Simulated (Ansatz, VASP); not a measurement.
## One calculation of SiO2, two programs

INCAR

```
SYSTEM = SiO2
PREC = Accurate
ENCUT = 520
EDIFF = 1E-7
ISMEAR = 0
SIGMA = 0.1
LREAL = .FALSE.
LASPH = .TRUE.
NELM = 60
ALGO = Normal
ISIF = 2
LWAVE = .FALSE.
LCHARG = .FALSE.
LDIPOL = .TRUE.
IDIPOL = 3
DIPOL = 0.5 0.5 0.500
GGA = PE
IVDW = 12
NBANDS = 25
```

The input KPOINTS:

```
Automatic mesh
0
G
  4 4 1
  0 0 0
```

File POSCAR:

```
SiO2
1.0
    3.7925757000      0.0000000000      0.0000000000
    0.0000000000      3.7925757000      0.0000000000
    0.0000000000      0.0000000000     18.0000000000
Si O
2 4
Direct
    0.0000000000      0.0000000000      0.4141480900
    0.0000000000      0.0000000000      0.5858519100
    0.0000000000      0.5000000000      0.4154166700
    0.5000000000      0.0000000000      0.4154166700
    0.0000000000      0.5000000000      0.5845833300
    0.5000000000      0.0000000000      0.5845833300
```

Input for Ansatz:

```yaml
crystal:
  lattice:
    - [3.7925757, 0.0, 0.0]
    - [0.0, 3.7925757, 0.0]
    - [0.0, 0.0, 18.0]
  atoms:
    - { symbol: Si, position: [0.0, 0.0, 0.41414809] }
    - { symbol: Si, position: [0.0, 0.0, 0.58585191] }
    - { symbol: O, position: [0.0, 0.5, 0.41541667] }
    - { symbol: O, position: [0.5, 0.0, 0.41541667] }
    - { symbol: O, position: [0.0, 0.5, 0.58458333] }
    - { symbol: O, position: [0.5, 0.0, 0.58458333] }
  periodic: [true, true, false]
basis:
  ecutwfc: 420
kpoints:
  mp_grid: { grid: [4, 4, 1] }
hamiltonian:
  xc: pbe
  dispersion: d3bj
scf:
  occupations: { method: gaussian, width: 0.1 }
  lower_state_search: "off"
output:
  forces: true
  stress: true
  eigenvalues: true
```

Alike in both runs: task single point; functional PBE; dispersion D3(BJ); k mesh 4 × 4 × 1; occupations gaussian, width 0.1 eV; no spin polarisation.

|  | VASP | Ansatz |
| --- | --- | --- |
| version | VASP 6.6.1 | Ansatz 0.2.0 |
| potentials or method | VASP PAW PBE potentials, release 64 (Si, O) | scalar-relativistic, plane waves, PAW |
| plane-wave cutoff (eV) | 520 | 420 |
| valence electrons in the cell | 32 | 32 |

Ansatz gave:

- gap on the k mesh at the Fermi level (eV): none
- rms of the force components (eV/Å): 0.208

Task: What did VASP give for the same quantities?

Result: gap on the k mesh at the Fermi level (eV): none; rms of the force components (eV/Å): 0.211.

Atom by atom the forces differ by 0.006 eV/Å (rms over components). A gap of «none» marks a metal or a gap that the smearing closes. Ansatz warned: «slab_cell_height_set».

Caveats: the k mesh is coarse (spacing up to 0.41 Å⁻¹), so the values aren't converged.
